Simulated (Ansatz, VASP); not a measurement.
One calculation of ZnO, two programs

```xyz
2
Lattice="4.7114 0.0000 0.0000 0.0000 4.7114 0.0000 0.0000 0.0000 3.4589" Properties=species:S:1:pos:R:3 pbc="T T T"
Zn    0.0000    0.0000    0.0000
O     0.0000    0.0000    1.7294
```

Alike in both runs: functional PBE; k mesh 8 × 8 × 8; occupations gaussian, width 0.02 eV; no spin polarisation.

Ansatz relaxed the structure, and its values are those at the end. VASP's run is a single point on that final structure, the one shown.

|  | VASP | Ansatz |
| --- | --- | --- |
| version | VASP 6.6.1 | Ansatz 0.2.0 |
| potentials or method | VASP PAW PBE potentials, release 64 (Zn, O) | scalar-relativistic, plane waves, PAW |
| plane-wave cutoff (eV) | 520 | 420 |
| valence electrons in the cell | 18 | 18 |

```tsv
	VASP	Ansatz	Ansatz less VASP
gap on the k mesh at the Fermi level (eV)	1.84	1.85	+0.002
least direct gap on the mesh (eV)	3.33	3.35	+0.018
pressure (GPa)	0.5	0.0	-0.44
```

A k mesh can miss the band edges.
